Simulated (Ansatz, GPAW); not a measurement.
Given: the input of a run of GPAW 26.7.0 (ASE script) on AlNi3. The cell comes from a database or a generator and needn't be the stable form of this composition.

run.py

```python
from ase import Atoms
from ase.dft.bandgap import bandgap
from ase.io import write
from ase.units import Bohr, GPa
from gpaw import GPAW, PW, setup_paths
from gpaw.elf import elf_from_dft_calculation

setup_paths.insert(0, '.')

atoms = Atoms(['Ni', 'Ni', 'Ni', 'Al'],
              cell=[[0.0, 2.8018887551, 2.8018887551],
                    [2.8018887551, 0.0, 2.8018887551],
                    [2.8018887551, 2.8018887551, 0.0]],
              scaled_positions=[[0.75, 0.75, 0.75],
                                [0.0, 0.0, 0.0],
                                [0.25, 0.25, 0.25],
                                [0.5, 0.5, 0.5]],
              pbc=True)
atoms.set_initial_magnetic_moments([1.0, 1.0, 1.0, 0.0])

calc = GPAW(mode=PW(600),
            xc='PBEsol',
            kpts={'size': (8, 8, 8), 'gamma': True},
            occupations={'name': 'fermi-dirac', 'width': 0.05},
            nbands=45,
            convergence={'density': 1e-05, 'energy': 1e-05},
            maxiter=150,
            txt='gpaw.txt')
atoms.calc = calc
energy = atoms.get_potential_energy()
forces = atoms.get_forces()
stress = atoms.get_stress()
calc.write('gs.gpw')
write('result.traj', atoms)
print(f'Energy: {energy:.6f} eV')
print('Forces (eV/A):')
print(forces.round(4))
print('Stress (GPa):', (stress / GPa).round(3))
print('Moments:', calc.get_magnetic_moments().round(3))
print('Fermi level:', round(calc.get_fermi_level(), 4), 'eV')
print(f'Gap: {bandgap(calc)[0]:.4f} eV, direct: {bandgap(calc, direct=True)[0]:.4f} eV')

# fields on the real-space grid
write('density.cube', atoms, data=calc.get_pseudo_density() * Bohr**3)
write('potential.cube', atoms, data=calc.get_electrostatic_potential())
write('spin.cube', atoms, data=(calc.get_pseudo_density(spin=0) - calc.get_pseudo_density(spin=1)) * Bohr**3)
write('elf.cube', atoms, data=elf_from_dft_calculation(calc).data)
```

Potentials or basis: PAW data sets generated in the run's folder for this functional, pw.

The run is started by

```bash
$ gpaw-setup -f PBEsol Al Ni
$ OMP_NUM_THREADS=1 python run.py
```

Task: What does the same run look like in Ansatz 0.2.0? Potentials or basis there: Ansatz PAW, cutoff 420 eV.

Result: As run (cutoffs and basis follow the program's own potentials, and thresholds, step limits or extra output files can differ):

The input input.yaml:

```yaml
crystal:
  lattice:
    - [0.0, 2.8018887551, 2.8018887551]
    - [2.8018887551, 0.0, 2.8018887551]
    - [2.8018887551, 2.8018887551, 0.0]
  atoms:
    - { symbol: Ni, position: [0.75, 0.75, 0.75], spin: 1.0 }
    - { symbol: Ni, position: [0.0, 0.0, 0.0], spin: 1.0 }
    - { symbol: Ni, position: [0.25, 0.25, 0.25], spin: 1.0 }
    - { symbol: Al, position: [0.5, 0.5, 0.5] }
hamiltonian:
  xc: pbesol
  pseudopotentials: { kind: paw }
magnetization:
  spin_polarized: true
kpoints:
  mp_grid: { grid: [8, 8, 8] }
scf:
  occupations: { method: fermi_dirac, width: 0.05 }
output:
  forces: true
  stress: true
  eigenvalues: true
  write_density: true
  write_potential: true
  elf: true
  volumetric_format: npy
```

Potentials or basis: Ansatz PAW.

Command:

```console
$ ansatz run input.yaml --threads 1 --pin off --max-ram 3584MiB --backend cpu --events-out ev --progress --plain --runs-dir out
```

Both were run:

|  | GPAW | Ansatz |
| --- | --- | --- |
| Pressure | 1.4 GPa | -0.7 GPa |
| Net moment | 0.00 μB per cell | 0.00 μB per cell |

Ansatz's pressure holds a Pulay term of +0.06 GPa for its cutoff of 420 eV, which the other run lacks.

The potentials hold 51 and 57 valence electrons a cell.

Ansatz's potentials were made for PBE.

Where Ansatz's input types no cutoff or centring, it takes its own default and a Γ-centred mesh.

The magnetic state is the one that the start led to; the real crystal's order can differ.

Pressure is positive in compression.
